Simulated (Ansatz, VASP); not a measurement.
# Cross-check of CrO2 between VASP and Ansatz, part 2 of 2

One calculation is typed for both programs; each brings its own data sets and cutoff. How far apart do they land?  The structure shown is the end of the VASP relaxation below.

VASP 6.6.1 and Ansatz 0.2.0.

So far: Set-up; VASP: relaxation, r2SCAN.

### 3. Ansatz: single point, r2SCAN

Level of this step: Ansatz beside VASP: Kohn-Sham DFT, plane waves, r2SCAN (Ansatz).

Ansatz runs on its default PAW (the set named soft_2) files.

The same cell, functional, mesh and smearing now go to Ansatz, which takes its cutoff from its data sets.

input.yaml

```yaml
crystal:
  lattice:
    - [2.90657143, 0.0, 0.0]
    - [-1.4242118, 2.59178525, 0.0]
    - [0.0, 0.0, 26.18451533]
  atoms:
    - { symbol: O, position: [0.0115856, 0.99575864, 0.71192577] }
    - { symbol: O, position: [0.67975573, 0.33001917, 0.64237319] }
    - { symbol: O, position: [0.34533557, 0.65034025, 0.53709522] }
    - { symbol: O, position: [0.01305827, 0.9844678, 0.46751467] }
    - { symbol: O, position: [0.67415512, 0.33816914, 0.35769074] }
    - { symbol: O, position: [0.34235112, 0.67256675, 0.2880978] }
    - { symbol: Cr, position: [0.34583001, 0.66305326, 0.67716055], spin: 3.0 }
    - { symbol: Cr, position: [0.67919651, 0.31752758, 0.50227234], spin: 3.0 }
    - { symbol: Cr, position: [0.00810959, 0.00533077, 0.3228505], spin: 3.0 }
hamiltonian:
  xc: r2scan
  pseudopotentials: { kind: paw }
magnetization:
  spin_polarized: true
kpoints:
  mp_grid: { grid: [9, 9, 1] }
scf:
  occupations: { method: gaussian, width: 0.05 }
  n_extra_bands: 12
efield:
  axis: 3
  dipole_correction: true
  ramp_width: 0.04
output:
  forces: true
  eigenvalues: true
```

Run with:

```console
ansatz run input.yaml --threads 4 --pin off --max-ram 9216MiB --backend cpu --events-out ev --progress --plain --runs-dir out
```

Numbers of over 12 decimals in the logs are rounded to 6 here.

Output:

```text
Warning: the band count 51 (scf.n_extra_bands) hosts the net moment |M| = 9.0000 μB (N_el = 78) but caps the reachable moment at 2·n_bands − N_el = 24.0000 μB, below the 53 bands that the automatic rule leaves for it — a moment growing past the seed, or the majority channel's smearing tail, pins there with fewer empty majority states than that count leaves; raise or omit scf.n_extra_bands unless the cap is intended
scf.n_extra_bands = 12 over 39 filled bands (N_el = 78.0): the run solves 51 bands
Engine: ansatz 0.2.0, aarch64-unknown-linux-gnu
Pseudopotentials: kind: paw
Pseudopotential: O, paw, valence charge 6, recommended cutoff 500 eV (meta_gga), O.paw.azcp
Pseudopotential: Cr, paw, valence charge 14, recommended cutoff 500 eV (meta_gga), Cr.paw.azcp
Functional definition: r2SCAN
  parameter k0 = 0.174
  parameter k1 = 0.065
  parameter a1 = 4.9479
  exchange = r2scan_x(k0 = k0, k1 = k1, a1 = a1)
  correlation = r2scan_c
Crystal: 9 atoms, lattice volume = 197.253 Å³
Basis set: ecut = 500 eV, 5071 PW (Γ), exchange–correlation on 96×96×768 points (64 copies of the dense FFT grid, shifted against one another)
Bands: 51, of which v1, the nominal top of the filled ones, is band 39 counted from 1 (38 counted from 0)
Symmetry: 1 space group operations
k-points: 41 of 81 (time reversal used)
Non-local potential: O, projectors of the file, l = 0: 2, l = 1: 2, l = 2: 1
Non-local potential: Cr, projectors of the file, l = 0: 3, l = 1: 2, l = 2: 3, l = 3: 1
PAW form: soft (Blöchl's): semilocal exchange-correlation on the pseudo side does not see the compensation charge
PAW frozen core: O, regenerated for the run's functional (the file was generated under x = pbe(κ = 0.804, μ = 0.219515), c = pbe(β = 0.066725))
PAW frozen core: Cr, regenerated for the run's functional (the file was generated under x = pbe(κ = 0.804, μ = 0.219515), c = pbe(β = 0.066725))
PAW one-centre angular grid: O, 302 points (default); XC on 160 Gauss nodes
PAW one-centre angular grid: Cr, 590 points (default); XC on 160 Gauss nodes
Initial density: superposition of atomic densities (neutral atoms: chi_scale 0, normalization atom)
Starting moments: Σ|m| = 9 μB on 3 of 9 sites
Initial wavefunctions: pseudopotential atomic-orbital guess
Functional: x = r2scan, c = r2scan; τ floored in thin density (d = 2e-4 eV/Å³)
SCF iter   1: F=—  HF=-13574.587690 eV  |F-HF|=—  |Δ(HF+E_count)|=         —  Δρ=1.09e-1 (↑1.09e-1 ↓8.87e-2)  dr2=7.70e1  dr2_τ=1.06e0  dr2_m=1.21e0  M=6.000 μB ∫|m|=6.935 μB  β_m=0.90  ethr=3.10e-3  p=0.000 e·Å  D=1.19e-8 V/Å  ΔV_dip=-0.00 eV  dr2_dipole=2.58e-5  V_vac-E_F(+/−)=7.68/7.68 eV  ⟨swp⟩=7.0  Hψ=17035  notcnv=0  defer=1
Mixer restart at iter 1: flushing history
efield: sawtooth ramp at fractional position 0.9800 (placed from the atoms, in the widest stretch of the axis that holds none; the zero of the levels goes with the place), width 0.0400; the density the first Hamiltonian is built on has a dipole p = 0.000 e·Å; the dipole correction subtracts the counter field D = 1.19e-8 V/Å, which shifts the + side's vacuum level by -0.00 eV against the − side's; the planar-averaged density in the ramp window peaks in size at 4.8e-7 e/Å³
preconditioner: auto → LDOS  [metal: Δε(μ)=0.007 eV  Ē_g=12.657 eV  σ=0.050 eV  W_gap=0.08  n_scr=18 (ndim 8)  ℏωp=19.4 eV  f_vac=0.478  D(μ)=8.50/eV (n_scr^D=88)]
spin=Collinear: LDOS preconditioning applied to the charge; magnetization (m = ρ↑ − ρ↓) channel mixes plain (no charge-response kernel on spin).
SCF iter   2: F=—  HF=-13566.657628 eV  |F-HF|=—  |Δ(HF+E_count)|=    7.93e0  Δρ=6.73e-2 (↑6.45e-2 ↓6.73e-2)  dr2=3.83e1  dr2_τ=1.30e-1  dr2_m=3.04e-2  M=6.000 μB ∫|m|=6.902 μB  β_m=0.30  ethr=3.10e-3  p=0.000 e·Å  D=1.75e-4 V/Å  ΔV_dip=-0.00 eV  dr2_dipole=2.51e-5  V_vac-E_F(+/−)=7.64/7.64 eV  ⟨swp⟩=3.0  Hψ=9184  notcnv=0  defer=332  κ⁻¹=1.0e0(r=1)
SCF iter   3: F=—  HF=-13559.566618 eV  |F-HF|=—  |Δ(HF+E_count)|=    7.09e0  Δρ=3.59e-2 (↑3.43e-2 ↓3.59e-2)  dr2=7.94e-1  dr2_τ=5.48e-2  dr2_m=1.93e0  M=6.000 μB ∫|m|=7.081 μB  β_m=0.41  ethr=3.10e-3  p=0.000 e·Å  D=3.34e-4 V/Å  ΔV_dip=-0.01 eV  dr2_dipole=3.28e-4  V_vac-E_F(+/−)=7.45/7.46 eV  ⟨swp⟩=3.8  Hψ=10493  notcnv=0  defer=346  κ⁻¹=2.8e-2(r=2)
SCF iter   4: F=—  HF=-13560.806226 eV  |F-HF|=—  |Δ(HF+E_count)|=    1.24e0  Δρ=2.01e-2 (↑1.82e-2 ↓2.01e-2)  dr2=3.60e-1  dr2_τ=1.47e-2  dr2_m=5.36e-1  M=6.000 μB ∫|m|=7.185 μB  β_m=1.00  ethr=1.02e-3  p=0.000 e·Å  D=9.58e-5 V/Å  ΔV_dip=-0.00 eV  dr2_dipole=2.50e-4  V_vac-E_F(+/−)=7.50/7.50 eV  ⟨swp⟩=2.2  Hψ=6840  notcnv=0  defer=346  κ⁻¹=9.4e-3(r=3)
SCF iter   5: F=—  HF=-13561.434299 eV  |F-HF|=—  |Δ(HF+E_count)|=   6.28e-1  Δρ=2.82e-3 (↑2.82e-3 ↓2.01e-3)  dr2=1.29e-2  dr2_τ=5.88e-4  dr2_m=1.84e-3  M=6.000 μB ∫|m|=7.404 μB  β_m=1.00  ethr=4.62e-4  p=-0.000 e·Å  D=-2.62e-4 V/Å  ΔV_dip=0.01 eV  dr2_dipole=7.10e-5  V_vac-E_F(+/−)=7.51/7.50 eV  ⟨swp⟩=2.1  Hψ=8426  notcnv=0  defer=341  κ⁻¹=2.0e-4(r=4)
[...]
SCF iter  11: F=—  HF=-13561.474987 eV  |F-HF|=—  |Δ(HF+E_count)|=   6.38e-5  Δρ=7.34e-5 (↑7.34e-5 ↓5.59e-5)  dr2=7.82e-6  dr2_τ=3.42e-7  dr2_m=3.46e-7  M=6.000 μB ∫|m|=7.659 μB  β_m=1.00  ethr=3.06e-8  p=-0.000 e·Å  D=-2.62e-4 V/Å  ΔV_dip=0.01 eV  dr2_dipole=2.51e-8  V_vac-E_F(+/−)=7.48/7.47 eV  ⟨swp⟩=2.2  Hψ=7453  notcnv=0  defer=341  κ⁻¹=7.4e-8(r=8)
SCF iter  12: F=—  HF=-13561.474999 eV  |F-HF|=—  |Δ(HF+E_count)|=   1.17e-5  Δρ=4.95e-5 (↑4.95e-5 ↓3.54e-5)  dr2=3.24e-6  dr2_τ=1.51e-7  dr2_m=1.66e-7  M=6.000 μB ∫|m|=7.660 μB  β_m=1.00  ethr=1.00e-8  p=-0.000 e·Å  D=-2.60e-4 V/Å  ΔV_dip=0.01 eV  dr2_dipole=5.92e-9  V_vac-E_F(+/−)=7.48/7.47 eV  ⟨swp⟩=2.1  Hψ=7333  notcnv=0  defer=341  κ⁻¹=7.1e-7(r=8)
SCF iter  13: F=—  HF=-13561.475010 eV  |F-HF|=—  |Δ(HF+E_count)|=   1.10e-5  Δρ=2.58e-5 (↑2.58e-5 ↓1.73e-5)  dr2=9.23e-7  dr2_τ=3.68e-8  dr2_m=5.08e-8  M=6.000 μB ∫|m|=7.660 μB  β_m=1.00  ethr=4.16e-9  p=-0.000 e·Å  D=-2.56e-4 V/Å  ΔV_dip=0.01 eV  dr2_dipole=6.74e-8  V_vac-E_F(+/−)=7.48/7.47 eV  ⟨swp⟩=2.0  Hψ=7296  notcnv=0  defer=341  κ⁻¹=1.2e-7(r=8)
SCF iter  14: F=—  HF=-13561.475013 eV  |F-HF|=—  |Δ(HF+E_count)|=   3.18e-6  Δρ=1.47e-5 (↑1.47e-5 ↓8.46e-6)  dr2=3.23e-7  dr2_τ=1.06e-8  dr2_m=3.75e-8  M=6.000 μB ∫|m|=7.660 μB  β_m=1.00  ethr=1.18e-9  p=-0.000 e·Å  D=-2.56e-4 V/Å  ΔV_dip=0.01 eV  dr2_dipole=6.56e-8  V_vac-E_F(+/−)=7.48/7.47 eV  ⟨swp⟩=2.1  Hψ=7345  notcnv=0  defer=341  κ⁻¹=2.2e-5(r=8)
SCF iter  15: F=—  HF=-13561.475013 eV  |F-HF|=—  |Δ(HF+E_count)|=   3.72e-7  Δρ=1.21e-5 (↑1.21e-5 ↓7.54e-6)  dr2=2.31e-7  dr2_τ=7.71e-9  dr2_m=1.97e-8  M=6.000 μB ∫|m|=7.660 μB  β_m=1.00  ethr=4.14e-10  p=-0.000 e·Å  D=-2.56e-4 V/Å  ΔV_dip=0.01 eV  dr2_dipole=4.00e-8  V_vac-E_F(+/−)=7.48/7.47 eV  ⟨swp⟩=2.6  Hψ=7463  notcnv=0  defer=341  κ⁻¹=9.6e-6(r=8)
SCF iter  16: F=—  HF=-13561.475014 eV  |F-HF|=—  |Δ(HF+E_count)|=   6.42e-7  Δρ=7.19e-6 (↑7.19e-6 ↓4.89e-6)  dr2=6.07e-8  dr2_τ=2.99e-9  dr2_m=6.97e-9  M=6.000 μB ∫|m|=7.659 μB  β_m=1.00  ethr=2.97e-10  p=-0.000 e·Å  D=-2.54e-4 V/Å  ΔV_dip=0.01 eV  dr2_dipole=1.08e-10  V_vac-E_F(+/−)=7.48/7.47 eV  ⟨swp⟩=2.0  Hψ=7276  notcnv=0  defer=341  κ⁻¹=1.3e-5(r=8)
SCF iter  17: F=—  HF=-13561.475014 eV  |F-HF|=—  |Δ(HF+E_count)|=   2.45e-7  Δρ=4.49e-6 (↑4.49e-6 ↓3.05e-6)  dr2=3.23e-8  dr2_τ=1.13e-9  dr2_m=1.35e-9  M=6.000 μB ∫|m|=7.659 μB  β_m=1.00  ethr=7.79e-11  p=-0.000 e·Å  D=-2.54e-4 V/Å  ΔV_dip=0.01 eV  dr2_dipole=2.81e-9  V_vac-E_F(+/−)=7.48/7.47 eV  ⟨swp⟩=2.0  Hψ=7406  notcnv=0  defer=341  κ⁻¹=4.1e-5(r=8)
SCF iter  18: F=-13561.475014 eV  HF=-13561.475014 eV  |F-HF|=4.94e-8  |Δ(HF+E_count)|=   1.03e-7  Δρ=3.27e-6 (↑3.27e-6 ↓1.47e-6)  dr2=6.02e-8  dr2_τ=4.33e-10  dr2_m=2.47e-9  M=6.000 μB ∫|m|=7.659 μB  ethr=4.14e-11  p=-0.000 e·Å  D=-2.55e-4 V/Å  ΔV_dip=0.01 eV  dr2_dipole=1.61e-8  V_vac-E_F(+/−)=7.48/7.47 eV  ⟨swp⟩=10.8  Hψ=19999  notcnv=0
SCF 1 converged in 18 iterations: F = -13561.475014 eV  dr2 = 6.02e-8
  greatest PAW one-centre occupation: 1.000 electrons in one spin orbital (limit 2), on the Cr atom at site 8 (counted from 0), in its partial waves of l = 0
this state was not tested for a lower state beside it, because the mixer in use, unlike msr1, does not test its closes by its own steps (another_mixer; see scf.mixing.algorithm and scf.lower_state_search)
SCF converged after 18 iterations
Magnetization: 6.0000 μB (42.0000 up, 36.0000 down)
Absolute magnetization: 7.6588 μB (∫|ρ↑−ρ↓|, with the PAW one-centre terms)
Spin contamination: 0.3081 ħ² per cell (⟨S²⟩ above its minimum at these occupations)
Per-site moments (μB) at R_I (Å): [(-0.121038, 0.789295), (-0.124060, 0.789424), (-0.123589, 0.789343), (-0.123340, 0.789238), (-0.122750, 0.789541), (-0.121375, 0.789282), (1.877045, 0.789295), (1.878056, 0.789238), (1.876868, 0.789282)]
Free energy (F): -13561.475014 eV
Harris-Foulkes:  -13561.475014 eV  (|F-HF|=4.94e-8)
Internal energy: -13561.467607 eV  (E = F + TS)
E sigma→0 (E₀):  -13561.471311 eV
Entropy (-TS):   -0.007407 eV (-0.823 meV/atom)
Fermi energy:    0.131182 eV
Dipole field:    D = -0.000083 V/Å  (p = -0.000091 e·Å, saw-weighted, corrected)
Work function:   Φ+ = 7.4764 eV   Φ− = 7.4742 eV
Levels:          The Fermi level and band energies are counted from a zero that moves with the ramp; work functions are not
--- Per-component energies (eV) ---
  E_band       = -1612.788969
  E_kinetic    = 2066.307061
  E_local      = -85533.265987  (includes V_loc(G=0)·N_el)
  E_nonlocal   = 516.400372
  E_hartree    = 41715.218313
  E_xc         = -847.440161
  E_vxc        = -1226.302870  (∫ρ·V_xc dr)
  E_paw        = -4558.782243  (= ΣΔE_a)
  E_vpaw       = -945.078433  (= ΣTr[D̂ρ^β])
  E_aug_tail   = 0.006962  (compensation charges beyond the density's cutoff)
  E_vtau       = 78.694500  (kinetic-family band-sum trace: ∫τ·v_τ [+ j·A + Jᵃ·Aᵃ] dr)
  E_efield     = 0.000000  (sawtooth field / dipole correction)
  E_vefield    = 0.000129  (∫n·V_field dr)
  E_ewald      = 33081.096704
  E_core_change = -1.008628  (= ΣΔE_core)
  E_smearing   = -0.007407  (= −TS)
  E_closure    = 0.000000  (closes the sum)
  Σ components = -13561.475014   (vs F -13561.475014, Δ=0.00e0)
--- Forces (eV/Å), atoms counted from 1 ---
  atom   1  O      0.01849671    -0.05810169    -0.15587160
  atom   2  O     -0.01529767     0.05753525     0.15122745
  atom   3  O      0.01110416    -0.05023964    -0.16279486
  atom   4  O     -0.01470330     0.05698869     0.14005152
  atom   5  O      0.01548188    -0.06219592    -0.15143227
  atom   6  O     -0.01709444     0.06043879     0.15870812
  atom   7  Cr    -0.00121407    -0.00431334    -0.01708638
  atom   8  Cr     0.00113206    -0.00256822     0.00712152
  atom   9  Cr     0.00209480     0.00245694     0.03008192
  max |Σ_I F_I| component: 5.42e-6 eV/Å
--- Band table (eV; the first three rows and the last of 82) ---
  k-point 0 ↑: bands = [... 35 lower, -1.2827, -1.2809, -1.2751, -1.2247, -1.2074, -1.2033, -1.0536, 0.9210, ... 8 higher]
  k-point 1 ↑: bands = [... 35 lower, -1.0055, -0.7395, -0.7019, -0.6269, -0.6190, -0.6089, -0.5910, 0.8733, ... 8 higher]
  k-point 2 ↑: bands = [... 35 lower, -0.9793, -0.4032, -0.2956, -0.2937, -0.2859, -0.2718, -0.1543, 0.6358, ... 8 higher]
  k-point 40 ↓: bands = [... 35 lower, -1.6339, 2.5733, 2.6245, 2.6778, 3.1280, 3.1303, 3.1422, 3.1622, ... 8 higher]
```

It took 72 s on 4 threads of Arm Neoverse V2, shared host; peak memory 1.4 GiB.

### 4. Differences

Known differences besides the PAW data sets themselves: VASP keeps PBE cores, Ansatz makes them for the functional; the data sets hold 78 valence electrons in Ansatz (default PAW (the set named soft_2) files) and 54 in VASP; the cutoff is 500 eV in Ansatz and 400 eV in VASP (PREC = Normal); site moments are counted in spheres of each program's own size. Total energies have different zeros and are not compared.

The two programs side by side:

| quantity | Ansatz | VASP | difference |
| --- | --- | --- | --- |
| total moment (μB) | 6.00 | 6.00 | 0.00 |
| moment on Cr8 (μB) | 1.88 | 2.27 | -0.39 |
| moment on Cr7 (μB) | 1.88 | 2.27 | -0.39 |
| moment on Cr9 (μB) | 1.88 | 2.27 | -0.39 |
| moment on O2 (μB) | -0.12 | -0.14 | +0.02 |
| moment on O4 (μB) | -0.12 | -0.14 | +0.02 |
| moment on O3 (μB) | -0.12 | -0.14 | +0.02 |
| moment on O5 (μB) | -0.12 | -0.14 | +0.02 |
| moment on O1 (μB) | -0.12 | -0.14 | +0.02 |

At this near-relaxed geometry the largest component of a force difference is 172 meV/Å.

### 5. Further runs

The difference is large enough to ask for its cause, so further runs change the set-up of one program at a time, as the table lists.

| run | r.m.s. force difference (meV/Å) |
| --- | --- |
| as above | 78 |
| cores kept as stored, as VASP does | 80 |
| Ansatz's larger PAW set (cutoff 1070 eV) | 80 |
| norm-conserving potentials (cutoff 1290 eV) | 91 |

### 6. What came out

* r.m.s. force difference (single point, r2SCAN): 78 meV/Å

**Reading.** The r.m.s. force difference is 78 meV/Å (single point, r2SCAN), beyond the 12 meV/Å picked in this series as the mark of a large difference. For single point, r2SCAN: no further run halves the r.m.s. force difference; only Ansatz's side was varied, and Ansatz's runs with other potentials lie closer to each other than to VASP, which for this quantity points to VASP's side; this was not tested here. How closely two codes agree says nothing of how well the functional describes the real material.

[Lines on the potential files, build, host, timing and source positions are cut from VASP's logs without a mark.]

[Logs are printed without paths, hosts, clocks, repeated set-up lines and the standing remarks that a program may print on its own settings, such as how far it seeks lower states.]

[Hosts, paths, dates, database ids (printed as entryN), source tags and the programs' standing remarks are cut or masked in the printed files.]
